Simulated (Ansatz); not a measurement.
# Ba: the order of phases at one pressure

Which of fcc, bcc, hcp, diamond, beta tin, omega has the lowest enthalpy for Ba at one common pressure? The runs shown use PAW.

Program: Ansatz 0.2.0. Level of theory: DFT, PBE, PAW with Ansatz's default frozen-core files, scalar-relativistic. These are calculated values, not measurements.

## (1) The starting structure

The structure is cubic, space group Fm-3m (No. 225). Conventional cell: a = 6.331 Å, b = 6.331 Å, c = 6.331 Å, α = 90.00°, β = 90.00°, γ = 90.00°. Around Ba (site symmetry m-3m) lie 12 Ba at 4.48 Å.

Structure file:

```xyz
1
Lattice="0.0000 3.1655 3.1655 3.1655 0.0000 3.1655 3.1655 3.1655 0.0000" Properties=species:S:1:pos:R:3 pbc="T T T"
Ba    0.0000    0.0000    0.0000
```

## (2) Cell relaxed at zero pressure, PAW

File input.yaml:

```yaml
crystal:
  lattice:
    - [0.0, 3.1655483894, 3.1655483894]
    - [3.1655483894, 0.0, 3.1655483894]
    - [3.1655483894, 3.1655483894, 0.0]
  atoms:
    - { symbol: Ba, position: [0.0, 0.0, 0.0] }
kpoints:
  mp_grid: { grid: [11, 11, 11] }
scf:
  occupations: { method: fermi_dirac, width: 0.05 }
hamiltonian:
  xc: pbe
  pseudopotentials: { kind: paw }
output:
  forces: true
  stress: true
relax:
  f_tol: 0.005
  max_steps: 40
  cell: {}
```

Started as:

```sh
$ ansatz run input.yaml --threads 1 --pin off --max-ram 3584MiB --backend cpu --events-out ev --progress --plain --runs-dir out
```

Further steps of the session: Volume scaled by 0.78, to set the pressure, PAW; Fcc relaxed under pressure, PAW; Bcc relaxed under pressure, PAW; Hcp relaxed under pressure, PAW; Diamond relaxed under pressure, PAW; Beta tin relaxed under pressure, PAW; Omega relaxed under pressure, PAW.

Q: Predict the outcome of this session. Wanted: pressure; lowest.

The runs gave:

```
    quantity                        value
    pressure                      2.8 GPa
lowest (PAW)  bcc, 6.0 meV/atom under hcp
```

**Reading.** By PAW the order is bcc < hcp < fcc < omega < beta tin < diamond. Only these structures were tried, with electrons smeared by 0.05 eV and without vibrations, so the true ground state may be another. The k meshes differ between phases and weren't tested, which can move differences by some meV. Spin-orbit coupling is left out, though the cell holds Ba; in elements this heavy it can shift bands and gaps by tenths of an eV.
